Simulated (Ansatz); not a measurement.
**SiC: short molecular dynamics of a 32-atom cell, part 1 of 2**

Aim: follow the atoms of SiC (database structure) in time, from their lattice sites. Runs: r2SCAN, 20 steps of 1 fs under a Langevin thermostat at 450 K; PBE, 20 steps of 1 fs under a Nosé-Hoover thermostat at 1000 K. The cell is a 2×2×1 supercell of the structure relaxed with r2SCAN.

All numbers below are computed with Ansatz 0.2.0 (DFT, plane waves, PAW, no spin polarisation).

## 1. The structure to begin with

The cell holds 32 atoms (C16Si16): a = 6.155 Å, b = 6.155 Å, c = 10.077 Å, α = 90.00°, β = 90.00°, γ = 120.00°.

The coordinates stand in the first input below.

## 2. Run 1: r2SCAN

Contents of input.yaml:

```yaml
crystal:
  lattice:
    - [6.155109543, 0.0, 0.0]
    - [-3.0775547715, 5.3304812273, 0.0]
    - [0.0, 0.0, 10.0767208995]
  atoms:
    - { symbol: Si, position: [0.3333333333, 0.1666666667, 0.937841525] }
    - { symbol: Si, position: [0.1666666667, 0.3333333333, 0.437841525] }
    - { symbol: Si, position: [0.0, 0.0, 0.6878903877] }
    - { symbol: Si, position: [0.0, 0.0, 0.1878903877] }
    - { symbol: C, position: [0.3333333333, 0.1666666667, 0.7498007828] }
    - { symbol: C, position: [0.1666666667, 0.3333333333, 0.2498007828] }
    - { symbol: C, position: [0.0, 0.0, 0.5004663045] }
    - { symbol: C, position: [0.0, 0.0, 0.0004663045] }
    - { symbol: Si, position: [0.3333333333, 0.6666666667, 0.937841525] }
    - { symbol: Si, position: [0.1666666667, 0.8333333333, 0.437841525] }
    - { symbol: Si, position: [0.0, 0.5, 0.6878903877] }
    - { symbol: Si, position: [0.0, 0.5, 0.1878903877] }
    - { symbol: C, position: [0.3333333333, 0.6666666667, 0.7498007828] }
    - { symbol: C, position: [0.1666666667, 0.8333333333, 0.2498007828] }
    - { symbol: C, position: [0.0, 0.5, 0.5004663045] }
    - { symbol: C, position: [0.0, 0.5, 0.0004663045] }
    - { symbol: Si, position: [0.8333333333, 0.1666666667, 0.937841525] }
    - { symbol: Si, position: [0.6666666667, 0.3333333333, 0.437841525] }
    - { symbol: Si, position: [0.5, 0.0, 0.6878903877] }
    - { symbol: Si, position: [0.5, 0.0, 0.1878903877] }
    - { symbol: C, position: [0.8333333333, 0.1666666667, 0.7498007828] }
    - { symbol: C, position: [0.6666666667, 0.3333333333, 0.2498007828] }
    - { symbol: C, position: [0.5, 0.0, 0.5004663045] }
    - { symbol: C, position: [0.5, 0.0, 0.0004663045] }
    - { symbol: Si, position: [0.8333333333, 0.6666666667, 0.937841525] }
    - { symbol: Si, position: [0.6666666667, 0.8333333333, 0.437841525] }
    - { symbol: Si, position: [0.5, 0.5, 0.6878903877] }
    - { symbol: Si, position: [0.5, 0.5, 0.1878903877] }
    - { symbol: C, position: [0.8333333333, 0.6666666667, 0.7498007828] }
    - { symbol: C, position: [0.6666666667, 0.8333333333, 0.2498007828] }
    - { symbol: C, position: [0.5, 0.5, 0.5004663045] }
    - { symbol: C, position: [0.5, 0.5, 0.0004663045] }
kpoints:
  mp_grid: { grid: [3, 3, 2] }
hamiltonian:
  xc: r2scan
scf:
  occupations: { method: fermi_dirac, width: 0.039 }
md:
  ensemble: nvt_langevin
  temperature: 450
  timestep: 1.0
  n_steps: 20
  initial_velocities: maxwell_boltzmann
  seed: 6060
```

Command:

```
$ ansatz run input.yaml --threads 4 --pin off --max-ram 5529MiB --backend cpu --events-out ev --progress --plain --runs-dir out
```

Standard output (excerpt; [...] marks lines left out):

```text
Warning: md: disabling space-group detection — thermal motion breaks the input geometry's symmetry, so no spatial operation reduces the k-mesh or symmetrises the density; time reversal is kept, so that k and −k are solved as one point where they differ and the mesh holds both, and exact [...]
Warning: RAYON_NUM_THREADS=4 ignored (pool sized by the plan → 4); use --threads N
[...]
Pseudopotentials: kind: paw
Pseudopotential: Si, paw, valence charge 4, recommended cutoff 500 eV (meta_gga), Si.paw.azcp
Pseudopotential: C, paw, valence charge 4, recommended cutoff 500 eV (meta_gga), C.paw.azcp
Functional definition: r2SCAN
[...]
Crystal: 32 atoms, lattice volume = 330.614 Å³
Basis set: ecut = 500 eV, 8437 PW (Γ), exchange–correlation on 180×180×300 points (64 copies of the dense FFT grid, shifted against one another)
Bands: 96, of which v1, the nominal top of the filled ones, is band 64 counted from 1 (63 counted from 0)
Symmetry: 1 space group operations
k-points: 10 of 18 (time reversal used)
[...]
SCF iter   1: F=—  HF=-14260.547243 eV  |F-HF|=—  |Δ(HF+E_count)|=         —  Δρ=5.89e-3  dr2=7.85e-2  dr2_τ=3.12e0  ethr=1.77e-3  ⟨swp⟩=6.1  Hψ=4404  notcnv=0  defer=89
[...]
md step     0: t =     0.00 fs  T =   435.9 K  F+E_penalty+E_count = -14261.26242050 eV  E_kin = 1.803177 eV  (7 SCF iters)
[...]
md step     5: t =     5.00 fs  T =   307.6 K  F+E_penalty+E_count = -14260.72624536 eV  E_kin = 1.272372 eV  (5 SCF iters)
[...]
md step    10: t =    10.00 fs  T =   180.6 K  F+E_penalty+E_count = -14260.00496676 eV  E_kin = 0.746844 eV  (6 SCF iters)
[...]
md step    15: t =    15.00 fs  T =   222.3 K  F+E_penalty+E_count = -14260.10290744 eV  E_kin = 0.919497 eV  (5 SCF iters)
[...]
md step    19: t =    19.00 fs  T =   339.3 K  F+E_penalty+E_count = -14260.35679538 eV  E_kin = 1.403490 eV  (5 SCF iters)
[...]
md step    20: t =    20.00 fs  T =   354.9 K  F+E_penalty+E_count = -14260.36953359 eV  E_kin = 1.468155 eV  (6 SCF iters)
[...]
SCF iter   2: F=-14260.369534 eV  HF=-14260.369534 eV  |F-HF|=8.93e-10  |Δ(HF+E_count)|=   1.57e-9  Δρ=9.72e-7  dr2=2.59e-9  dr2_τ=5.51e-11  ethr=5.78e-12  ⟨swp⟩=3.0  Hψ=2204  notcnv=0
[...]
SCF converged after 2 iterations
Free energy (F): -14260.369534 eV
[...]
E sigma→0 (E₀):  -14260.369534 eV
Fermi energy:    10.726949 eV
[...]
--- Forces (eV/Å), atoms counted from 1 ---
  atom   1  Si    -0.32953233    -0.52228097     0.25228759
  atom   2  Si     0.05131938     0.68159691    -1.34348341
  atom   3  Si    -0.78963059     0.22793641     0.70354352
  atom   4  Si     0.74081679     0.05888089    -0.89071095
  atom   5  C      0.44368041     0.62362786     0.54487323
  atom   6  C      0.10412355    -0.40533965    -0.13191610
  atom   7  C     -0.42931292    -0.42255912     0.25088563
  atom   8  C      0.21206266     0.02264771    -0.02849002
[...]
--- MD trajectory: 20 steps, t = 0.0 → 20.0 fs ---
  final state: T = 354.9 K   F+E_penalty+E_count = -14260.36953359 eV   E_kin = 1.468155 eV
```

Run time: 4.8 min. Hardware: 4 threads of Arm Neoverse V1, shared host; peak memory 1.6 GiB.

## 3. What the atoms did

The trajectory, every 2 steps (energies from step 0); msd is the mean square displacement from the start, the centre of mass held:

| time (fs) | T (K) | potential energy change (meV/atom) | msd C (Å²) | msd Si (Å²) |
| --- | --- | --- | --- | --- |
| 0.0 | 436 | 0.0 | 0.000 | 0.000 |
| 2.0 | 416 | 3.1 | 0.000 | 0.000 |
| 4.0 | 355 | 11.5 | 0.001 | 0.001 |
| 6.0 | 258 | 22.1 | 0.003 | 0.001 |
| 8.0 | 225 | 32.7 | 0.004 | 0.002 |
| 10.0 | 181 | 39.3 | 0.005 | 0.003 |
| 12.0 | 166 | 40.9 | 0.005 | 0.004 |
| 14.0 | 182 | 38.4 | 0.005 | 0.004 |
| 16.0 | 242 | 33.9 | 0.005 | 0.005 |
| 18.0 | 301 | 29.6 | 0.005 | 0.006 |
| 20.0 | 355 | 27.9 | 0.005 | 0.007 |

time (fs), T (K) and a bar:
```
      0.0        436 ##############################
      1.0        429 #############################
      2.0        416 ############################
      3.0        397 ##########################
      4.0        355 #####################
      5.0        308 ################
      6.0        258 ##########
      7.0        251 #########
      8.0        225 #######
      9.0        187 ##
     10.0        181 ##
     11.0        171 #
     12.0        166 
     13.0        168 
     14.0        182 ##
     15.0        222 ######
     16.0        242 ########
     17.0        270 ############
     18.0        301 ###############
     19.0        339 ###################
     20.0        355 #####################
```

Pair distribution over the second half of the run:

| r (Å) | g Si–C |
| --- | --- |
| 0.68 | 0.00 |
| 0.84 | 0.00 |
| 1.00 | 0.00 |
| 1.16 | 0.00 |
| 1.32 | 0.00 |
| 1.48 | 0.00 |
| 1.64 | 0.00 |
| 1.80 | 5.16 |
| 1.96 | 6.32 |
| 2.12 | 0.04 |
| 2.28 | 0.00 |
| 2.44 | 0.00 |
| 2.60 | 0.00 |

First peaks of g(r) (not always the tallest), and, where a minimum follows, the mean number of second-named atoms round a first-named one up to the next minimum:

| pair | peak (Å) | height | minimum (Å) | neighbours |
| --- | --- | --- | --- | --- |
| Si–C | 1.88 | 9.9 | 2.20 | 4.0 |

## 4. Positions and forces

Extended XYZ, with forces in eV/Å:

```xyz
32
Lattice="6.155 0.000 0.000 -3.078 5.330 0.000 0.000 0.000 10.077" Properties=species:S:1:pos:R:3:forces:R:3 pbc="T T T" time_fs=7.0 T=251 dE=0.8817
Si    1.564    0.864    9.419   -1.083    0.647    0.911
Si    0.025    1.775    4.447   -1.252   -0.161   -0.858
Si    0.015   -0.027    6.906    0.106    0.623    0.932
Si   -0.019    0.009    1.915   -0.084   -0.183    0.051
C     1.553    0.890    7.570   -0.204    0.130   -0.911
C    -0.014    1.779    2.559    0.142   -0.194   -0.634
C    -0.026    0.019    5.064    0.461   -0.653   -0.687
C     0.025   -0.037    0.073   -0.485    0.905   -1.381
Si   -0.012    3.554    9.466    0.109   -1.040   -0.930
Si   -1.535    4.483    4.423   -0.063   -0.296   -0.507
Si   -1.540    2.688    6.901    0.779   -0.915    0.476
Si   -1.530    2.677    1.922   -0.179    0.508   -0.741
C     0.002    3.566    7.544    0.157    0.003   -0.042
C    -1.559    4.483    2.496    0.501   -0.314    0.951
C    -1.510    2.690    4.984   -0.791   -0.101    0.963
C    -1.596    2.626   -0.019    1.576    0.489    1.192
Si    4.582    0.873    9.508    1.156   -0.824   -1.222
Si    3.088    1.783    4.382   -0.057    0.278    0.217
Si    3.071    0.037    6.935    1.171   -0.768    0.641
Si    3.069    0.015    1.900   -0.237    0.249   -0.379
C     4.692    0.845    7.576   -1.574    1.147   -0.123
C     3.065    1.861    2.490    0.384   -1.888    0.579
C     3.103    0.005    5.072   -0.693    0.588   -0.760
C     3.036   -0.039   -0.019    0.715    0.605    0.983
Si    3.089    3.538    9.466   -0.141    0.798   -0.525
Si    1.511    4.427    4.420    0.378    0.407   -0.576
Si    1.581    2.671    6.911   -1.290    0.058    0.359
Si    1.525    2.632    1.885   -0.324    1.093   -0.508
C     3.087    3.560    7.540    0.290   -0.357    0.170
C     1.507    4.431    2.500    0.125    0.216    0.551
C     1.490    2.660    4.999    1.994    0.092    1.157
C     1.587    2.690   -0.027   -1.588   -1.142    0.651
32
Lattice="6.155 0.000 0.000 -3.078 5.330 0.000 0.000 0.000 10.077" Properties=species:S:1:pos:R:3:forces:R:3 pbc="T T T" time_fs=13.0 T=168 dE=1.2839
Si    1.564    0.860    9.412   -1.299    0.614    0.989
Si    0.031    1.778    4.475   -1.528   -0.016   -1.523
Si    0.038   -0.030    6.895   -0.219    0.442    1.078
Si   -0.048    0.014    1.939    0.327   -0.163   -0.201
C     1.546    0.887    7.558    0.273    0.403   -0.734
C    -0.022    1.789    2.568    0.232   -0.307   -0.484
C    -0.023    0.020    5.050    0.130   -0.668   -0.297
C     0.030   -0.038    0.091   -0.644    0.706   -1.386
Si   -0.005    3.536    9.467   -0.202   -0.862   -0.942
Si   -1.537    4.513    4.425    0.142   -0.449   -0.717
Si   -1.530    2.700    6.889    0.929   -1.309    0.526
Si   -1.534    2.692    1.941    0.162    0.786   -0.952
C     0.014    3.564    7.536    0.212    0.175   -0.038
C    -1.565    4.515    2.511    0.371   -0.582    0.817
C    -1.521    2.714    4.949   -0.370   -0.257    1.598
C    -1.596    2.617    0.000    1.617    0.399    1.036
Si    4.565    0.845    9.549    1.736   -0.312   -1.781
Si    3.099    1.797    4.361   -0.218    0.237    0.275
Si    3.085    0.054    6.952    1.281   -0.957    0.207
Si    3.063    0.025    1.901   -0.341    0.103   -0.338
C     4.724    0.828    7.590   -2.009    1.438   -0.147
C     3.071    1.878    2.471    0.268   -2.198    0.904
C     3.113    0.029    5.057   -0.913    0.484   -0.194
C     3.025   -0.049   -0.009    0.646    0.424    0.834
Si    3.093    3.527    9.480    0.058    1.084   -0.607
Si    1.485    4.419    4.421    0.867    0.640   -0.832
Si    1.602    2.683    6.900   -1.342   -0.127    0.633
Si    1.527    2.609    1.870   -0.728    1.558   -0.300
C     3.117    3.554    7.548   -0.092   -0.209    0.073
C     1.487    4.421    2.495    0.207    0.153    0.645
C     1.500    2.660    4.994    1.965    0.147    1.265
C     1.586    2.690   -0.032   -1.518   -1.378    0.593
32
Lattice="6.155 0.000 0.000 -3.078 5.330 0.000 0.000 0.000 10.077" Properties=species:S:1:pos:R:3:forces:R:3 pbc="T T T" time_fs=20.0 T=355 dE=0.8929
Si    1.532    0.877    9.423   -0.330   -0.522    0.252
Si    0.000    1.784    4.486    0.051    0.682   -1.343
Si    0.063   -0.027    6.901   -0.790    0.228    0.704
Si   -0.077    0.013    1.975    0.741    0.059   -0.891
C     1.554    0.883    7.519    0.444    0.624    0.545
C    -0.025    1.803    2.566    0.104   -0.405   -0.132
C    -0.020    0.023    5.032   -0.429   -0.423    0.251
C    -0.013   -0.022    0.063    0.212    0.023   -0.028
Si   -0.001    3.492    9.445   -0.091    0.316   -0.309
Si   -1.545    4.553    4.421    0.387   -0.859   -0.212
Si   -1.507    2.698    6.879    0.446   -1.106    0.744
Si   -1.532    2.719    1.939    0.045    0.271   -0.146
C     0.049    3.578    7.527   -0.386   -0.252    0.176
C    -1.565    4.533    2.554   -0.113   -0.733   -0.282
C    -1.544    2.732    4.960    0.388    0.047    1.397
C    -1.540    2.628    0.060    0.204    0.144   -0.336
Si    4.570    0.817    9.572    1.406    0.848   -2.048
Si    3.106    1.828    4.350   -0.317   -0.194    0.628
Si    3.124    0.048    6.976    0.572   -0.287   -0.756
Si    3.050    0.021    1.902   -0.053   -0.079   -0.249
C     4.720    0.845    7.593   -1.226    1.188   -0.029
C     3.088    1.825    2.484   -0.233   -0.610    0.056
C     3.095    0.076    5.034   -0.309   -0.314    0.495
C     3.053   -0.057    0.002   -0.610    0.071    0.399
Si    3.107    3.535    9.492   -0.064    0.270   -0.508
Si    1.464    4.429    4.404    1.036    0.428   -0.060
Si    1.595    2.700    6.907   -0.242   -0.529    0.520
Si    1.517    2.602    1.848   -0.121    1.124    0.665
C     3.140    3.543    7.565   -0.183    0.040    0.087
C     1.472    4.413    2.509    0.243   -0.087    0.139
C     1.573    2.670    5.037   -0.449    0.202    0.050
C     1.559    2.639   -0.027   -0.332   -0.162    0.221
```

## 5. Run 2: PBE

Edit input.yaml of step 2 so:

```diff
@@ -41,8 +41,8 @@
 hamiltonian:
-  xc: r2scan
+  xc: pbe
 scf:
-  occupations: { method: fermi_dirac, width: 0.039 }
+  occupations: { method: fermi_dirac, width: 0.086 }
 md:
-  ensemble: nvt_langevin
-  temperature: 450
+  ensemble: nvt_nose_hoover
+  temperature: 1000
   timestep: 1.0
@@ -50,2 +50,2 @@
   initial_velocities: maxwell_boltzmann
-  seed: 6060
+  seed: 9886
```

Command:

```
$ ansatz run input.yaml --threads 4 --pin off --max-ram 5529MiB --backend cpu --events-out ev --progress --plain --runs-dir out
```

Standard output (excerpt; [...] marks lines left out):

```text
Warning: md: disabling space-group detection — thermal motion breaks the input geometry's symmetry, so no spatial operation reduces the k-mesh or symmetrises the density; time reversal is kept, so that k and −k are solved as one point where they differ and the mesh holds both, and exact [...]
Warning: RAYON_NUM_THREADS=4 ignored (pool sized by the plan → 4); use --threads N
[...]
[... 1 set-up line as earlier in the session ...]
Pseudopotential: Si, paw, valence charge 4, recommended cutoff 420 eV (normal), Si.paw.azcp
Pseudopotential: C, paw, valence charge 4, recommended cutoff 420 eV (normal), C.paw.azcp
Functional definition: PBE
[...]
Crystal: 32 atoms, lattice volume = 330.614 Å³
Basis set: ecut = 420 eV, 6483 PW (Γ), exchange–correlation on 90×90×144 points (8 copies of the dense FFT grid, shifted against one another)
Bands: 96, of which v1, the nominal top of the filled ones, is band 64 counted from 1 (63 counted from 0)
[... 1 set-up line as earlier in the session ...]
k-points: 10 of 18 (time reversal used)
[...]
SCF iter   1: F=—  HF=-14194.439562 eV  |F-HF|=—  |Δ(HF+E_count)|=         —  Δρ=2.49e-3  dr2=2.11e-2  ethr=1.77e-3  ⟨swp⟩=6.1  Hψ=4496  notcnv=0  defer=52
[...]
md step     0: t =     0.00 fs  T =  1000.0 K  F+E_penalty+E_count = -14194.43961460 eV  E_kin = 4.007060 eV  conserved = -14190.43255463 eV  (7 SCF iters)
[...]
md step     5: t =     5.00 fs  T =   704.8 K  F+E_penalty+E_count = -14193.25019874 eV  E_kin = 2.823976 eV  conserved = -14190.42666430 eV  (4 SCF iters)
[...]
md step     6: t =     6.00 fs  T =   606.0 K  F+E_penalty+E_count = -14192.85233057 eV  E_kin = 2.428405 eV  conserved = -14190.42472977 eV  (3 SCF iters)
[...]
SCF iter   2: F=-14192.467139 eV  HF=-14192.467139 eV  |F-HF|=3.84e-9  |Δ(HF+E_count)|=   7.11e-8  Δρ=4.70e-6  dr2=3.10e-8  ethr=2.50e-11  ⟨swp⟩=3.0  Hψ=3586  notcnv=0
[...]
```

## 6. The output, continued: nvt_nose_hoover at 1000 K

Output, continued (excerpt; [...] marks lines left out):

```text
md step     7: t =     7.00 fs  T =   510.5 K  F+E_penalty+E_count = -14192.46713885 eV  E_kin = 2.045503 eV  conserved = -14190.42292330 eV  (2 SCF iters)
[...]
md step    10: t =    10.00 fs  T =   307.1 K  F+E_penalty+E_count = -14191.64726973 eV  E_kin = 1.230680 eV  conserved = -14190.41987493 eV  (6 SCF iters)
[...]
md step    13: t =    13.00 fs  T =   291.1 K  F+E_penalty+E_count = -14191.58159870 eV  E_kin = 1.166257 eV  conserved = -14190.42150804 eV  (3 SCF iters)
[...]
md step    16: t =    16.00 fs  T =   412.1 K  F+E_penalty+E_count = -14192.06514679 eV  E_kin = 1.651180 eV  conserved = -14190.42544379 eV  (3 SCF iters)
[...]
md step    19: t =    19.00 fs  T =   539.2 K  F+E_penalty+E_count = -14192.56807994 eV  E_kin = 2.160731 eV  conserved = -14190.42823441 eV  (3 SCF iters)
[...]
md step    20: t =    20.00 fs  T =   563.5 K  F+E_penalty+E_count = -14192.66182798 eV  E_kin = 2.258127 eV  conserved = -14190.42861530 eV  (7 SCF iters)
SCF converged after 7 iterations
Free energy (F): -14192.661828 eV
[...]
E sigma→0 (E₀):  -14192.661822 eV
Entropy (-TS):   -0.000012 eV (-0.000 meV/atom)
Fermi energy:    10.662286 eV
[...]
--- Forces (eV/Å), atoms counted from 1 ---
  atom   1  Si     0.04870015     1.32562220    -0.27837781
  atom   2  Si     0.67322335    -0.77649152     2.21858778
  atom   3  Si     0.49510010    -2.07147651     0.90045200
  atom   4  Si     0.31236885    -2.31647085    -0.05542837
  atom   5  C      1.68477394     0.00749021    -0.76111204
  atom   6  C      0.10241485    -0.05329595    -0.94373563
  atom   7  C      0.33228555    -0.12654710     0.39604976
  atom   8  C     -0.13971816    -0.58253969    -0.10121004
[...]
--- MD trajectory: 20 steps, t = 0.0 → 20.0 fs ---
  final state: T = 563.5 K   F+E_penalty+E_count = -14192.66182798 eV   E_kin = 2.258127 eV
  conserved energy: peak-to-peak 1.268e-2 eV (3.962e-4 eV/atom) over 20.0 fs
```

Run time: 2 min. Hardware: 4 threads of Arm Neoverse V1, shared host; peak memory 1.1 GiB.

## 7. The trajectory

One step in 2; energies are changes from step 0; msd is the mean square displacement from the start, the centre of mass held:

| time (fs) | T (K) | potential energy change (meV/atom) | conserved energy change (meV/atom) | msd Si (Å²) | msd C (Å²) |
| --- | --- | --- | --- | --- | --- |
| 0.0 | 1000 | 0.0 | 0.00 | 0.000 | 0.000 |
| 2.0 | 945 | 6.9 | 0.03 | 0.000 | 0.001 |
| 4.0 | 799 | 25.3 | 0.13 | 0.001 | 0.003 |
| 6.0 | 606 | 49.6 | 0.24 | 0.003 | 0.006 |
| 8.0 | 425 | 72.4 | 0.35 | 0.005 | 0.008 |
| 10.0 | 307 | 87.3 | 0.40 | 0.007 | 0.010 |
| 12.0 | 276 | 91.2 | 0.38 | 0.009 | 0.011 |
| 14.0 | 322 | 85.4 | 0.31 | 0.010 | 0.011 |
| 16.0 | 412 | 74.2 | 0.22 | 0.012 | 0.011 |
| 18.0 | 504 | 62.8 | 0.16 | 0.013 | 0.010 |
| 20.0 | 564 | 55.6 | 0.12 | 0.014 | 0.010 |

time (fs), T (K) and a bar:
```
      0.0       1000 ##############################
      1.0        986 #############################
      2.0        945 ############################
      3.0        881 #########################
      4.0        799 ######################
      5.0        705 ##################
      6.0        606 ##############
      7.0        510 ##########
      8.0        425 ######
      9.0        356 ###
     10.0        307 #
     11.0        280 
     12.0        276 
     13.0        291 #
     14.0        322 ##
     15.0        364 ####
     16.0        412 ######
     17.0        460 ########
     18.0        504 #########
     19.0        539 ###########
     20.0        564 ############
```

Pair distribution over the second half of the run:

| r (Å) | g Si–C |
| --- | --- |
| 0.68 | 0.00 |
| 0.84 | 0.00 |
| 1.00 | 0.00 |
| 1.16 | 0.00 |
| 1.32 | 0.00 |
| 1.48 | 0.00 |
| 1.64 | 0.06 |
| 1.80 | 5.51 |
| 1.96 | 5.76 |
| 2.12 | 0.22 |
| 2.28 | 0.00 |
| 2.44 | 0.00 |
| 2.60 | 0.00 |

First peaks of g(r) (not always the tallest), and, where a minimum follows, the mean number of second-named atoms round a first-named one up to the next minimum:

| pair | peak (Å) | height | minimum (Å) | neighbours |
| --- | --- | --- | --- | --- |
| Si–C | 1.88 | 8.5 | 2.20 | 4.0 |

(Continued in part 2 of 2.)
